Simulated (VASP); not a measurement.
**Na2S: relaxation of cell and atoms with r2SCAN**

Na2S:

```
CELL_PARAMETERS angstrom
0.00000 3.27350 3.27350
3.27350 0.00000 3.27350
3.27350 3.27350 0.00000
ATOMIC_POSITIONS crystal
Na 0.25000 0.25000 0.25000
Na 0.75000 0.75000 0.75000
S 0.00000 0.00000 0.00000
```

```yaml
Program: VASP 6.6.1
Task: relaxation of cell and atoms
Functional: r2SCAN
Potentials_or_basis: VASP PAW PBE potentials, release 64 (Na_pv, S)
Cutoff: 600 eV
k_mesh: 6 × 6 × 6
Occupations: gaussian, width 0.02 eV
Spin: no spin polarisation
Dipole_correction: no
Further_INCAR_settings: ALGO = Normal; EDIFF = 1e-06; IBRION = 2; EDIFFG = -0.005; NSW = 100; ISIF = 3
```

| Quantity | Value |
| --- | --- |
| Relaxed volume | 22.92 Å³/atom |
| Relaxed cell | a = 4.598 Å, b = 4.598 Å, c = 4.598 Å, α = 60.00°, β = 60.00°, γ = 60.00° |
| Space group after relaxing (to 0.05 Å) | Fm-3m (No. 225) |
| Energy gained by relaxing | 1.1 meV/atom |
| Ionic steps | 5 |
| Pressure after relaxing | 0.0 GPa |
| Band gap on the k mesh | 3.12 eV, direct |

The path:
| step | energy change (eV) | largest force (eV/Å) | pressure (GPa) | volume (Å³) |
| --- | --- | --- | --- | --- |
| 1 | 0.0000 | 0.0000 | -0.60 | 70.16 |
| 2 | -0.0027 | 0.0000 | -0.23 | 69.28 |
| 3 | -0.0031 | 0.0000 | -0.14 | 69.07 |
| 4 | -0.0034 | 0.0000 | 0.04 | 68.66 |
| 5 | -0.0034 | 0.0000 | 0.01 | 68.75 |

Final structure:
```
Na S
1.0
     0.00000    3.25148    3.25148
     3.25148    0.00000    3.25148
     3.25148    3.25148    0.00000
Na S
2 1
Direct
  0.25000 0.25000 0.25000
  0.75000 0.75000 0.75000
  0.00000 0.00000 0.00000
```

Levels at points of the mesh, in eV from the valence-band top:
```tsv
k point	band 7	band 8	band 9	band 10	band 11	band 12	band 13	band 14
(0.00, 0.00, 0.00)	-10.58	0.00	0.00	0.00	3.12	8.48	8.48	8.48
(0.50, 0.00, 0.00)	-10.33	-1.63	-0.13	-0.13	5.58	7.00	7.70	7.70
(0.50, 0.50, 0.00)	-10.24	-1.44	-0.45	-0.45	4.20	6.78	9.46	10.64
```

Run time: 2.5 min on 1 thread of Intel(R) Xeon(R) 6975P-C (Granite Rapids) (shared host), peak memory 0.25 GiB.

Caveat: the PAW data sets were made with another functional, which shifts forces and pressure a little. r2SCAN opens gaps a little over a GGA but as a rule still falls short of measured ones.
